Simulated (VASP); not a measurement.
# Pb (C2/m) in VASP: notebook

The runs below take Pb through single point, with LDA.

Program: VASP 6.6.1. These are calculated values, not measurements. Logs are shortened: lines on timing, memory, paths and dates and some standing lists are left out, and cuts for length are marked.

**1. The crystal as given**

The structure is monoclinic, space group C2/m (No. 12). Conventional cell: a = 6.077 Å, b = 3.501 Å, c = 6.452 Å, α = 90.00°, β = 109.14°, γ = 90.00°. Around Pb (site symmetry m) lie 10 Pb at 3.34 to 3.51 Å.

This isn't the form of Pb at room conditions, which is fcc.

**2. Single point, LDA**

Contents of INCAR:

```
SYSTEM = Pb
ADDGRID = .False. ; ALGO = Normal
EDIFF = 1E-6 ; ENCUT = 460
GGA = CA ; ISIF = 2
ISMEAR = 1 ; LASPH = .True.
LCHARG = .False. ; LREAL = .False.
LWAVE = .False. ; NELM = 100
PREC = Accurate ; SIGMA = 0.02
```

Contents of KPOINTS:

```
k-points
0
Gamma
  14 14 7
  0 0 0
```

Contents of POSCAR:

```
Pb
1.0
    3.0386068135     -1.7503199600      0.0000000000
    3.0386068135      1.7503199600      0.0000000000
   -2.1154626375      0.0000000000      6.0952248674
Pb
2
Direct
    0.9085084100      0.9085084100      0.7262922000
    0.0914915900      0.0914915900      0.2737078000
```

Potentials or basis: VASP PAW LDA potentials, release 64 (Pb_d).

Command:

```
$ cat potpaw_LDA.64/Pb_d/POTCAR > POTCAR
$ mpirun -np 1 vasp_std > vasp.out
```

OUTCAR:

```text
SYSTEM = Pb
   EDIFF = 1E-6
   ENCUT = 460
   GGA = CA
   ISIF = 2
   ISMEAR = 1
   LASPH = .True.
   LREAL = .False.
   NELM = 100
   PREC = Accurate

 Found    372 irreducible k-points:

 Following reciprocal coordinates:
            Coordinates               Weight
  0.000000  0.000000  0.000000      1.000000
  0.071429 -0.000000 -0.000000      4.000000
  0.142857  0.000000 -0.000000      4.000000
  0.214286  0.000000 -0.000000      4.000000
  0.285714  0.000000  0.000000      4.000000
  0.357143  0.000000 -0.000000      4.000000
   k-points           NKPTS =    372   k-points in BZ     NKDIM =    372   number of bands    NBANDS=     18
   number of dos      NEDOS =    301   number of ions     NIONS =      2
   total plane-waves  NPLWV =  37632
   dimension x,y,z NGX =    28 NGY =   28 NGZ =   48
   dimension x,y,z NGXF=    56 NGYF=   56 NGZF=   96
   ions per type =               2
   NGX,Y,Z   is equivalent  to a cutoff of  13.27, 13.27, 12.37 a.u.
   NGXF,Y,Z  is equivalent  to a cutoff of  26.55, 26.55, 24.74 a.u.
 SYSTEM =  Pb
   PREC   = accura    normal or accurate (medium, high low for compatibility)
   ISTART =      0    job   : 0-new  1-cont  2-samecut
   ICHARG =      2    charge: 1-file 2-atom 10-const
   ISPIN  =      1    spin polarized calculation?
   LNONCOLLINEAR =      F non collinear calculations
   LSORBIT =      F    spin-orbit coupling
   LASPH  =      T    aspherical Exc in radial PAW
   ENCUT  =  460.0 eV  33.81 Ry    5.81 a.u.   6.13  6.13 11.28*2*pi/ulx,y,z
   NELM   =    100;   NELMIN=  2; NELMDL= -5     # of ELM steps
   EDIFF  = 0.1E-05   stopping-criterion for ELM
   LREAL  =      F    real-space projection
   EDIFFG = 0.1E-04   stopping-criterion for IOM
   NSW    =      0    number of steps for IOM
   IBRION =     -1    ionic relax: 0-MD 1-quasi-New 2-CG
   NFREE  =      0    steps in history (QN), initial steepest desc. (CG)
   ISIF   =      2    stress and relaxation
   ISYM   =      2    0-nonsym 1-usesym 2-fastsym
   POTIM  = 0.5000    time-step for ionic-motion
   TEBEG  =    0.0;   TEEND  =   0.0 temperature during run
   PSTRESS=    0.0 pullay stress
   NELECT =      28.0000    total number of electrons
   NUPDOWN=      -1.0000    fix difference up-down
   EMIN   =  10.00;   EMAX   =-10.00  energy-range for DOS
   EFERMI =   0.00;   METHOD = LEGACY
   ISMEAR =     1;   SIGMA  =   0.02  broadening in eV -4-tet -1-fermi 0-gaus
   EFERMI_NEDOS =   21; number of points for ismear=-14 and -15
   IALGO  =     38    algorithm
   IMIX   =      4    mixing-type and parameters
     AMIX     =   0.40;   BMIX     =  1.00
     AMIX_MAG =   1.60;   BMIX_MAG =  1.00
  volume/ion in A,a.u.               =      32.42       218.77
  Fermi-wavevector in a.u.,A,eV,Ry     =   1.237438  2.338420 20.833975  1.531254
  Thomas-Fermi vector in A             =   2.372006
   LORBIT       =      0    0 simple, 1 ext, 2 COOP (PROOUT), +10 PAW based schemes
   GGA     = CA    functional components
   LHFCALC =     F    Hartree Fock is set to
   AEXX    =    0.0000 exact exchange contribution
   IVDW    =     0    specifies the selected vdW correction
   LEPSILON=     F    determine dielectric tensor
   LRPA    =     F    only Hartree local field effects (RPA)
 non-spin polarized calculation
 Methfessel and Paxton  Order N= 1 SIGMA  =   0.02
  energy-cutoff  :      460.00
  volume of cell :       64.84
 maximum number of plane-waves:      1472
 NGX is ok and might be reduce to    28
   NGX = 13   NGY = 13   NGZ = 23

 number of electron      27.9999996 magnetization

 Free energy of the ion-electron system (eV)
  ---------------------------------------------------
  ext. energy  EPLUGINS =         0.00000000
  ---------------------------------------------------
  free energy    TOTEN  =        -8.32448282 eV

  energy without entropy =       -8.32447436  energy(sigma->0) =       -8.32448000

 E-fermi :   6.2553     XC(G=0): -10.0939

 val. band max:        6.2536802133   @ k =  -0.2857   0.3571   0.4286
 cond. band min:       6.2558861741   @ k =  -0.4286   0.5000   0.4286
 fundamental gap:      0.0022059608
 Fermi energy:         6.2552711911

 k-point     1 :       0.0000    0.0000    0.0000
  band No.  band energies     occupation
      1     -10.8259      2.00000
      2     -10.7169      2.00000
      3     -10.7156      2.00000
      4     -10.7130      2.00000
      5     -10.7126      2.00000
      6     -10.6890      2.00000
[... 10 lines left out ...]
     17      12.6934      0.00000
     18      12.8067      0.00000

 k-point     2 :       0.0714   -0.0000   -0.0000
  band No.  band energies     occupation
      1     -10.8212      2.00000
      2     -10.7216      2.00000
      3     -10.7160      2.00000
      4     -10.7055      2.00000
      5     -10.7028      2.00000
      6     -10.6747      2.00000
[... 10 lines left out ...]
     17      12.6707      0.00000
     18      12.7895      0.00000

 k-point     3 :       0.1429    0.0000   -0.0000
  band No.  band energies     occupation
      1     -10.8094      2.00000
      2     -10.7366      2.00000
      3     -10.7242      2.00000
      4     -10.6769      2.00000
      5     -10.6707      2.00000
      6     -10.6483      2.00000
[... 10 lines left out ...]
     17      12.4142      0.00000
     18      12.6647      0.00000

 k-point     4 :       0.2143    0.0000   -0.0000
  band No.  band energies     occupation
      1     -10.7987      2.00000
      2     -10.7538      2.00000
      3     -10.7354      2.00000
      4     -10.6644      2.00000
      5     -10.6440      2.00000
      6     -10.6255      2.00000
[... 10 lines left out ...]
     17      11.8017      0.00000
     18      12.6117      0.00000

 k-point     5 :       0.2857    0.0000    0.0000
  band No.  band energies     occupation
      1     -10.8036      2.00000
      2     -10.7672      2.00000
      3     -10.7427      2.00000
      4     -10.7023      2.00000
      5     -10.6330      2.00000
      6     -10.5776      2.00000
[... 10 lines left out ...]
     17      11.1812      0.00000
     18      12.3008      0.00000

 k-point     6 :       0.3571    0.0000   -0.0000
  band No.  band energies     occupation
      1     -10.8199      2.00000
      2     -10.7802      2.00000
      3     -10.7526      2.00000
      4     -10.7266      2.00000
      5     -10.6363      2.00000
      6     -10.5467      2.00000
[... 10 lines left out ...]
     17      10.6771      0.00000
     18      11.3513      0.00000

 [... further k-points ...]

------------------------ aborting loop because EDIFF is reached ----------------------------------------

  FORCE on cell =-STRESS in cart. coord.  units (eV):
  Direction    XX          YY          ZZ          XY          YZ          ZX
  --------------------------------------------------------------------------------------
  -------------------------------------------------------------------------------------
  Total       -1.3218149     -1.3347486     -0.9428934      0.0000000      0.0000000      0.0733607
  in kB      -32.6640145    -32.9836239    -23.3002991      0.0000000      0.0000000      1.8128522
  external PRESSURE =     -29.6493125 kB  Pullay stress =       0.0000000 kB

 VOLUME and BASIS-vectors are now :
 -----------------------------------------------------------------------------
  energy-cutoff  :      460.00
  volume of cell :       64.84
      direct lattice vectors                 reciprocal lattice vectors
     3.038606813 -1.750319960  0.000000000     0.164549095 -0.285662057  0.057109864
     3.038606813  1.750319960  0.000000000     0.164549095  0.285662057  0.057109864
    -2.115462637  0.000000000  6.095224867     0.000000000  0.000000000  0.164062856

 POSITION                                       TOTAL-FORCE (eV/Angst)
 -----------------------------------------------------------------------------------
      3.98476      0.00000      4.42691         0.019788      0.000000     -0.078137
     -0.02300      0.00000      1.66831        -0.019788      0.000000      0.078137
 -----------------------------------------------------------------------------------
    total drift:                                0.000000      0.000000     -0.000000

  FREE ENERGIE OF THE ION-ELECTRON SYSTEM (eV)
  ---------------------------------------------------
  free  energy   TOTEN  =        -8.3244828184 eV

  energy  without entropy=       -8.3244743644  energy(sigma->0) =       -8.32448000
```

It took 1.7 min on 1 thread of Intel Xeon 6975P-C (Granite Rapids), shared host; peak memory 0.39 GiB.

The run converged, but some of its settings lie outside the range that counts as converged, so its numbers aren't taken as properties of the crystal.

What came out:

| Quantity | Value |
| --- | --- |
| Free energy | -8.3245 eV |
| Pressure | -3.0 GPa |
| Largest force | 0.081 eV/Å |
| Band gap on the k mesh | none (metal or under the smearing width) |

**3. Single point, LDA**

INCAR is that of step 2.

KPOINTS is that of step 2.

Contents of POSCAR:

```
Pb
1.0
    3.0386068135     -1.7503199600      0.0000000000
    3.0386068135      1.7503199600      0.0000000000
   -2.1154626375      0.0000000000      6.0952248674
Pb
2
Direct
    0.9226740000      0.9042520000      0.7213670000
    0.1042030000      0.0659440000      0.2801110000
```

Potentials or basis: VASP PAW LDA potentials, release 64 (Pb_d).

Command:

```
$ cat potpaw_LDA.64/Pb_d/POTCAR > POTCAR
$ mpirun -np 1 vasp_std > vasp.out
```

Wall time 3.2 min (1 thread of Intel Xeon 6975P-C (Granite Rapids), shared host); peak memory 0.6 GiB.

The run converged, but some of its settings lie outside the range that counts as converged, so its numbers aren't taken as properties of the crystal.

What came out:

```
Free energy            : -8.3253 eV
Pressure               : -2.6 GPa
Largest force          : 0.075 eV/Å
Band gap on the k mesh : none (metal or under the smearing width)
```

**4. Single point, LDA**

Changes to INCAR since step 3:

```diff
@@ -7,2 +7,2 @@
 LWAVE = .False. ; NELM = 100
-PREC = Accurate ; SIGMA = 0.02
+PREC = Low ; SIGMA = 0.2
```

KPOINTS is that of step 3.

Contents of POSCAR:

```
Pb
1.0
    3.0386068135     -1.7503199600      0.0000000000
    3.0386068135      1.7503199600      0.0000000000
   -2.1154626375      0.0000000000      6.0952248674
Pb
2
Direct
    0.9085084100      0.9085084100      0.7262922000
    0.0914915900      0.0914915900      0.2737078000
```

Command:

```
$ cat potpaw_LDA.64/Pb_d/POTCAR > POTCAR
$ mpirun -np 1 vasp_std > vasp.out
```

Run time: 50 s. Hardware: 1 thread of Intel Xeon 6975P-C (Granite Rapids), shared host; peak memory 0.34 GiB.

These settings aren't checked as converged: the numbers below hold their error.

What came out:

```
Free energy            : -8.3256 eV
Pressure               : -2.9 GPa
Largest force          : 0.077 eV/Å
Band gap on the k mesh : none (metal or under the smearing width)
```

**5. Single point, LDA**

INCAR is that of step 4.

KPOINTS is that of step 4.

Contents of POSCAR:

```
Pb
1.0
    3.0386068135     -1.7503199600      0.0000000000
    3.0386068135      1.7503199600      0.0000000000
   -2.1154626375      0.0000000000      6.0952248674
Pb
2
Direct
    0.9226740000      0.9042520000      0.7213670000
    0.1042030000      0.0659440000      0.2801110000
```

Potentials or basis: VASP PAW LDA potentials, release 64 (Pb_d).

Command:

```
$ cat potpaw_LDA.64/Pb_d/POTCAR > POTCAR
$ mpirun -np 1 vasp_std > vasp.out
```

OUTCAR:

```text
SYSTEM = Pb
   EDIFF = 1E-6
   ENCUT = 460
   GGA = CA
   ISIF = 2
   ISMEAR = 1
   LASPH = .True.
   LREAL = .False.
   NELM = 100
   PREC = Low

 Found    688 irreducible k-points:

 Following reciprocal coordinates:
            Coordinates               Weight
  0.000000  0.000000  0.000000      1.000000
  0.071429 -0.000000 -0.000000      2.000000
  0.000000 -0.071429  0.000000      2.000000
  0.142857  0.000000 -0.000000      2.000000
  0.000000 -0.142857  0.000000      2.000000
  0.214286  0.000000 -0.000000      2.000000
   k-points           NKPTS =    688   k-points in BZ     NKDIM =    688   number of bands    NBANDS=     18
   number of dos      NEDOS =    301   number of ions     NIONS =      2
   total plane-waves  NPLWV =  11664
   dimension x,y,z NGX =    18 NGY =   18 NGZ =   36
   dimension x,y,z NGXF=    18 NGYF=   18 NGZF=   36
   ions per type =               2
   NGX,Y,Z   is equivalent  to a cutoff of   8.53,  8.53,  9.28 a.u.
   NGXF,Y,Z  is equivalent  to a cutoff of   8.53,  8.53,  9.28 a.u.
 SYSTEM =  Pb
   PREC   = low       normal or accurate (medium, high low for compatibility)
   ISTART =      0    job   : 0-new  1-cont  2-samecut
   ICHARG =      2    charge: 1-file 2-atom 10-const
[... 54 lines left out ...]

 E-fermi :   6.2805     XC(G=0): -10.0825

 val. band max:        6.2788044195   @ k =  -0.3571   0.1429   0.2857
 cond. band min:       6.2832128417   @ k =   0.3571   0.3571  -0.0000
 fundamental gap:      0.0044084222
 Fermi energy:         6.2805404515

 k-point     1 :       0.0000    0.0000    0.0000
  band No.  band energies     occupation
      1     -10.8030      2.00000
      2     -10.7236      2.00000
      3     -10.7229      2.00000
      4     -10.7226      2.00000
      5     -10.7206      2.00000
      6     -10.7105      2.00000
[... 103 lines left out ...]
      5     -10.6592      2.00000
      6     -10.6309      2.00000
[... 10 lines left out ...]
     17      11.8849      0.00000
     18      12.6611      0.00000

 [... further k-points ...]

------------------------ aborting loop because EDIFF is reached ----------------------------------------

  FORCE on cell =-STRESS in cart. coord.  units (eV):
  Direction    XX          YY          ZZ          XY          YZ          ZX
  --------------------------------------------------------------------------------------
  -------------------------------------------------------------------------------------
  Total       -1.1615643     -1.2336884     -0.7450475     -0.0182385     -0.0338471     -0.0468069
  in kB      -28.7039822    -30.4862775    -18.4112322     -0.4506993     -0.8364114     -1.1566670
  external PRESSURE =     -25.8671639 kB  Pullay stress =       0.0000000 kB

 VOLUME and BASIS-vectors are now :
 -----------------------------------------------------------------------------
  energy-cutoff  :      460.00
  volume of cell :       64.84
      direct lattice vectors                 reciprocal lattice vectors
     3.038606813 -1.750319960  0.000000000     0.164549095 -0.285662057  0.057109864
     3.038606813  1.750319960  0.000000000     0.164549095  0.285662057  0.057109864
    -2.115462637  0.000000000  6.095224867     0.000000000  0.000000000  0.164062856

 POSITION                                       TOTAL-FORCE (eV/Angst)
 -----------------------------------------------------------------------------------
      4.02528     -0.03224      4.39689        -0.005489     -0.012741      0.072810
     -0.07555     -0.06697      1.70734         0.005489      0.012741     -0.072810
 -----------------------------------------------------------------------------------
    total drift:                               -0.000895      0.007456      0.000174

  FREE ENERGIE OF THE ION-ELECTRON SYSTEM (eV)
  ---------------------------------------------------
  free  energy   TOTEN  =        -8.3260928699 eV

  energy  without entropy=       -8.3268329268  energy(sigma->0) =       -8.32633956
```

OSZICAR:

```text
N       E                     dE             d eps       ncg     rms          rms(c)
DAV:   1     0.270228921315E+03    0.27023E+03   -0.13668E+04 24788   0.170E+03
DAV:   2     0.102024241412E+02   -0.26003E+03   -0.25687E+03 24808   0.417E+02
DAV:   3    -0.782397808329E+01   -0.18026E+02   -0.17824E+02 30110   0.140E+02
DAV:   4    -0.833884965241E+01   -0.51487E+00   -0.51388E+00 28828   0.287E+01
DAV:   5    -0.836023127910E+01   -0.21382E-01   -0.21380E-01 30080   0.511E+00    0.807E-01
DAV:   6    -0.833346660752E+01    0.26765E-01   -0.51139E-02 32330   0.299E+00    0.407E-01
DAV:   7    -0.832657678398E+01    0.68898E-02   -0.21963E-02 31016   0.192E+00    0.136E-01
DAV:   8    -0.832610001791E+01    0.47677E-03   -0.13124E-03 31806   0.568E-01    0.160E-02
DAV:   9    -0.832609219498E+01    0.78229E-05   -0.96346E-05 30758   0.127E-01    0.688E-03
DAV:  10    -0.832609286993E+01   -0.67495E-06   -0.86295E-06 31210   0.412E-02
   1 F= -.83260929E+01 E0= -.83263396E+01  d E =0.740057E-03
```

stdout:

```text
POSCAR found type information on POSCAR Pb
 POSCAR found :  1 types and       2 ions
 scaLAPACK will be used
 LDA part: xc-table for (Slater(with rela. corr.)+CA(PZ))
 , standard interpolation
 POSCAR, INCAR and KPOINTS ok, starting setup
 FFT: planning ... GRIDC
 FFT: planning ... GRID_SOFT
 FFT: planning ... GRID
 WAVECAR not read
 entering main loop
```

Wall time 94 s (1 thread of Intel Xeon 6975P-C (Granite Rapids), shared host); peak memory 0.55 GiB.

These settings aren't checked as converged: the numbers below hold their error.

What came out:

```yaml
Free_energy: -8.3261 eV
Pressure: -2.6 GPa
Largest_force: 0.074 eV/Å
Band_gap_on_the_k_mesh: none (metal or under the smearing width)
```

(Continued in part 2 of 2.)
